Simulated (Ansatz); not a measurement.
# CdS: the cost of one run

The runs shown are made with Ansatz 0.2.0. PAW datasets, plane waves. No spin polarisation and no zero-point or thermal motion.

## (1) Starting point

The unstrained cell was relaxed with r2SCAN; in each strained cell the atoms were relaxed again with r2SCAN. Names of k-points are those of the unstrained zone, where strain can split equivalent points. First state: no strain.

Space group P6_3mc (No. 186), hexagonal; conventional cell a = 4.165 Å, c = 6.766 Å, 25.41 Å³ an atom. Around Cd lie 4 S at 2.54–2.55 Å; around S lie 4 Cd at 2.54–2.55 Å.

Structure file:

```
CELL_PARAMETERS angstrom
4.16460 0.00000 0.00000
-2.08230 3.60665 0.00000
0.00000 0.00000 6.76601
ATOMIC_POSITIONS crystal
Cd 0.33333 0.66667 0.99904
Cd 0.66667 0.33333 0.49904
S 0.33333 0.66667 0.37596
S 0.66667 0.33333 0.87596
```

## (2) No strain: PBE

input.yaml

```yaml
crystal:
  lattice:
    - [4.164601262, 0.0, 0.0]
    - [-2.082300631, 3.6066504895, 0.0]
    - [0.0, 0.0, 6.7660105241]
  atoms:
    - { symbol: Cd, position: [0.3333333333, 0.6666666667, -0.0009631138] }
    - { symbol: Cd, position: [0.6666666667, 0.3333333333, 0.4990368862] }
    - { symbol: S, position: [0.3333333333, 0.6666666667, 0.3759631138] }
    - { symbol: S, position: [0.6666666667, 0.3333333333, 0.8759631138] }
kpoints:
  mp_grid: { grid: [12, 12, 4] }
  band_path:
    path:
      - [0.0, 0.0, 0.0]
      - [0.5, 0.0, 0.0]
      - [0.3333333333, 0.3333333333, 0.0]
      - [0.0, 0.0, 0.5]
      - [0.5, 0.0, 0.5]
      - [0.3333333333, 0.3333333333, 0.5]
    npoints: 1
hamiltonian:
  xc: pbe
scf:
  occupations: { method: fermi_dirac, width: 0.02 }
  n_extra_bands: 5
output:
  forces: true
  stress: true
  eigenvalues: true
  write_density: true
  write_potential: true
  elf: true
  volumetric_format: npy
```

Started as:

```console
$ ansatz run input.yaml --threads 2 --pin off --max-ram 2211MiB --backend cpu --events-out ev --progress --plain --runs-dir out
```

What time and memory should one allow on 2 threads of Arm Neoverse V2, shared host?

About 8.1 s, with a peak of 0.41 GiB.
